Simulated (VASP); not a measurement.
A run of VASP 6.6.1 is set up as follows.

The input INCAR:

```
SYSTEM = C
ALGO     = Fast           ! electronic algorithm
EDIFF    = 1E-6           ! SCF threshold, eV
ENCUT    = 520            ! plane-wave cutoff, eV
GGA      = PE             ! functional
ISIF     = 2              ! what is computed and relaxed
ISMEAR   = 0              ! smearing method
LASPH    = .TRUE.         ! aspherical terms in the spheres
LCHARG   = .TRUE.         ! write CHGCAR
LELF     = .TRUE.         ! ELF
LREAL    = .FALSE.        ! projectors in reciprocal space
LVHAR    = .TRUE.       
LWAVE    = .FALSE.        ! write WAVECAR
NBANDS   = 16             ! bands
NELM     = 100            ! most SCF steps
PREC     = Accurate       ! precision mode
SIGMA    = 0.1            ! smearing width, eV
```

Contents of KPOINTS:

```
k-points
0
G
  18 18 6
  0 0 0
```

The input POSCAR:

```
C
1.0
    1.2280479700     -2.1270618200      0.0000000000
    1.2280479700      2.1270618200      0.0000000000
    0.0000000000      0.0000000000      7.1732677600
C
4
Direct
    0.0833794600      0.9166205400      0.7531376000
    0.5833794600      0.4166205400      0.2468624000
    0.9166205400      0.0833794600      0.2468624000
    0.4166205400      0.5833794600      0.7531376000
```

Potentials or basis: VASP PAW PBE potentials, release 64 (C).

The run is started by

```sh
$ cat potpaw_PBE.64/C/POTCAR > POTCAR
$ mpirun -np 1 vasp_std > vasp.out
```

(1) Estimate the pressure.

(2) What does it give for the largest force?

Answers

(1) 4.2 GPa.

(2) 0.026 eV/Å.

Caveat: this functional lacks dispersion, which binds the layers, so the pressure and a relaxed spacing across them are unreliable.
